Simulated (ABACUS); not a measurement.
**TePb: band structure with rSCAN**

**Experimental background.**

From a printed reference work, monograph, for a bulk crystal of TePb at 4.2 K: band gap 0.19 eV (direct).

TePb:

```
Pb Te
1.0
     0.00000    3.23100    3.23100
     3.23100    0.00000    3.23100
     3.23100    3.23100    0.00000
Pb Te
1 1
Direct
  0.00000 0.00000 0.00000
  0.50000 0.50000 0.50000
```

```json
{"Program": "ABACUS 3.10.1", "Task": "band structure", "Functional": "rSCAN", "Potentials or basis": "SG15 ONCV 1.2 PBE", "Cutoff": "1306 eV", "Density cutoff": "5225 eV", "Basis": "plane waves", "Occupations": "fermi-dirac, width 0.05 eV", "Spin": "no spin polarisation", "Radial cutoff of the potentials (pseudo_rcut)": "10 bohr", "Threshold of the eigensolver": "1e-07 Ry", "Density": "read from an earlier self-consistent run", "Path": "G-X-W-K-G-L-U-W-L-K, U-X", "Points for each segment of the path": "10", "SCF threshold on the density": "1e-08", "Max SCF steps": "100", "Eigensolver": "dav", "Mixing": "broyden", "Mixing share": "0.7", "Symmetry key": "-1", "Bands": "25"}
```

The band gap along the path is 1.10 eV, direct.

Levels at the corners of the path, in eV from the Fermi level:
```csv
point,band 13,band 14,band 15,band 16,band 17,band 18
Γ,-1.85,-1.85,-1.85,3.82,3.82,3.82
X,-4.98,-3.29,-3.29,3.51,5.23,5.23
W,-4.26,-4.26,-0.85,1.41,5.22,5.22
K,-4.59,-2.77,-2.56,3.38,3.55,5.30
Γ,-1.85,-1.85,-1.85,3.82,3.82,3.82
L,-1.32,-1.32,-0.55,0.55,1.02,1.02
U,-4.59,-2.77,-2.56,3.38,3.55,5.30
W,-4.26,-4.26,-0.85,1.41,5.22,5.22
L,-1.32,-1.32,-0.55,0.55,1.02,1.02
K,-4.59,-2.77,-2.56,3.38,3.55,5.30
U,-4.59,-2.77,-2.56,3.38,3.55,5.30
X,-4.98,-3.29,-3.29,3.51,5.23,5.23
```

Run time: 84 s on 4 MPI ranks on AMD EPYC 9R14 (Zen 4), on a shared host, peak memory 0.84 GiB a rank.

Measured gap of TePb: 0.19 eV (direct; 4.2 K; a printed reference work, monograph). This calculation gives 1.10 eV (+0.91 eV). Spin-orbit coupling on Pb, Te is left out. The value is that of rSCAN, without temperature or zero-point motion.

Caveat: the density is read from an earlier self-consistent run, whose mesh may be coarse; spin-orbit coupling is left out, which moves the levels of the heavy elements.
